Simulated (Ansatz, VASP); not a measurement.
## One calculation of BiTe, two programs

Contents of INCAR:

```
PREC = Accurate ; ENCUT = 520
EDIFF = 1E-6 ; ISMEAR = 0
SIGMA = 0.02 ; LREAL = False
LASPH = True ; NELM = 80
ALGO = Normal ; ISIF = 2
LWAVE = False ; LCHARG = False
GGA = PE ; LOPTICS = True
NBANDS = 58 ; NEDOS = 2000
CSHIFT = 0.1
```

The input KPOINTS:

```
Automatic mesh
0
Gamma
  7 7 7
```

Contents of POSCAR:

```
BiTe
1.0
    2.4227077728      1.3987509848      3.3172919545
   -2.4227077728      1.3987509848      3.3172919545
    0.0000000000     -2.7975019696      3.3172919545
Bi Te
1 1
Direct
    0.5000000000      0.5000000000      0.5000000000
    0.0000000000      0.0000000000      0.0000000000
```

Contents of input.yaml:

```yaml
crystal:
  lattice:
    - [2.4227077728, 1.3987509848, 3.3172919545]
    - [-2.4227077728, 1.3987509848, 3.3172919545]
    - [0.0, -2.7975019696, 3.3172919545]
  atoms:
    - { symbol: Bi, position: [0.5, 0.5, 0.5] }
    - { symbol: Te, position: [0.0, 0.0, 0.0] }
hamiltonian:
  xc: pbe
  pseudopotentials: { kind: paw }
kpoints:
  mp_grid: { grid: [7, 7, 7] }
scf:
  occupations: { method: gaussian, width: 0.02 }
output:
  forces: true
  stress: true
  eigenvalues: true
```

The cell comes from a database or a generator and needn't be the stable form of this composition.

Alike in both runs: functional PBE; k mesh 7 × 7 × 7; occupations gaussian, width 0.02 eV; no spin polarisation.

|  | VASP | Ansatz |
| --- | --- | --- |
| version | VASP 6.6.1 | Ansatz 0.2.0 |
| potentials or method | VASP PAW PBE potentials, release 64 (Bi_d, Te) | Ansatz PAW |
| plane-wave cutoff (eV) | 520 | 420 |
| valence electrons in the cell | 21 | 31 |
| task | optical spectrum | single point |

Ansatz gave:

* gap on the k mesh at the Fermi level (eV): none
* pressure (GPa): 0.2
* largest component of the traceless stress (GPa): 0.16

Task: What did VASP give for the same quantities?

Result: gap on the k mesh at the Fermi level (eV): none; pressure (GPa): 0.1; largest component of the traceless stress (GPa): 0.16.

A gap of «none» marks a metal or a gap that the smearing closes. The functional is the same, so the differences come from potentials, cutoffs and numerics. The two sets of potentials don't hold the same shells in valence.

Caveats: spin-orbit coupling is left out, which moves the levels of the heavy elements; spectra need much finer meshes, so this one isn't converged (VASP); independent-particle spectra lack excitons (VASP); the intraband (Drude) part of a metal's response may be missing (VASP).
